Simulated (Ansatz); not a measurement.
Runs of Ansatz 0.2.0 on TiO2. The structure is orthorhombic, space group Pbcn (No. 60). Conventional cell: a = 4.545 Å, b = 5.520 Å, c = 4.909 Å, α = 90.00°, β = 90.00°, γ = 90.00°. Ti (site symmetry 2) is surrounded by 6 O at 1.88 to 2.09 Å. Around O (site symmetry 1) lie 3 Ti at 1.88 to 2.09 Å. Measurements of this composition are mostly on another form, of space group No. 141.

```csv
task,level,U,cell,cutoff (eV),points for each segment of the path,hubbard projectors,double counting,gap on the mesh (eV),pressure (GPa),relaxed volume (Å³/atom),largest force (eV/Å)
single point,PBE,-,as given,350,-,-,-,(c),4.1,-,0.13
relaxation of cell and atoms,r2SCAN+rVV10,-,relaxed,500,-,-,-,(a),0.0,10.15,-
band structure,PBE+U,Ti d U = 3 eV,as given,420,10,ortho-atomic (the default),fll (the default),2.92,(b),-,0.13
relaxation of cell and atoms,PBEsol+U,Ti d U = 6 eV,relaxed,420,-,ortho-atomic (the default),fll (the default),3.18,0.0,10.36,-
```

Alike in all rows: potentials or basis Ansatz PAW; no spin polarisation; k mesh 6 × 5 × 6; smearing fermi-dirac 0.05 eV.

Question: Fill in the values left out.

Answer: (a) 3.06; (b) 6.7; (c) 2.61.

Caveats: odd divisions of the mesh miss points on the zone boundary, where band edges often lie, so the gap on the mesh can be too wide (some runs); the plane-wave basis is chosen anew once the cell has moved, so the energies of steps on either side of that aren't comparable (some runs); the PAW data sets come from PBE, with cores solved anew for the run's functional, which leaves a small shift of forces and pressure (some runs); the pressure holds a Pulay correction of +8.9 GPa for the finite cutoff (some runs); the cutoff lies under the one recommended for these potentials (some runs).

A k mesh can miss the band edges.
